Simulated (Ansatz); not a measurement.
**PbF2: moving Pb off its site**

PbF2, Fm-3m, a = 5.940 Å (as given, not relaxed at this level: 2.2 GPa). The structure is a COD entry; whether it is the stable form wasn't checked. Ansatz: PBE, PAW, 420 eV, Γ-centred 8×8×8 mesh on 3 atoms, Gaussian smearing 0.05 eV; no spin polarisation.

```
CELL_PARAMETERS angstrom
0.00000 2.96985 2.96985
2.96985 0.00000 2.96985
2.96985 2.96985 0.00000
ATOMIC_POSITIONS crystal
Pb 0.00000 0.00000 0.00000
F 0.25000 0.25000 0.25000
F 0.75000 0.75000 0.75000
```

Atom 1 (Pb) moves by x along the unit vector (0.577, -0.577, -0.577), with its periodic images; all else is held. y is the free energy of the cell over the start, F the force along the path summed over the moved atoms. Symmetry makes y even in x.

```
  x (Å) y (meV) F (eV/Å)
-0.5000        ?         ?
-0.2500     57.1      0.54
 0.0000      0.0      0.00
 0.0625      3.0     -0.10
 0.1250     12.4     -0.21
 0.1875     29.6     -0.35
 0.3125     98.7     -0.81
 0.3750    160.0     -1.18
 0.4375    249.0     -1.70
```

Task: Fit y = c2 x² + c4 x⁴ to the energies of the other rows, give the force constant, and predict energy and force of the missing row.

Result: Least squares on the rows shown. y = 716.32 x² + 3041.3 x⁴. The force constant is 2 c2 = 1.43 eV/Å², for the cell as given, at 2.2 GPa (for all images moving together, not for a lone atom). The force −dy/dx at the missing row is 2.24 eV/Å (computed 2.42). With a term in x⁶ added, the coefficient of x² becomes 756.9, 6 % more, which shows how far this figure hangs on the form. At x = -0.5000 the fit asked for gives 369.2 meV. The run gave 376.5 meV, so the fit is 7.3 meV too low, 1.9 % of the span of the series, against an rms of 0.5 meV on the fitted rows. The row lies outside the fitted range. With a term in x⁶ added, a fit to the same known rows predicts 376.4 meV, so most of the miss is curvature that the known rows already hold.

Spin–orbit coupling is left out, which can shift energies with elements as heavy as these.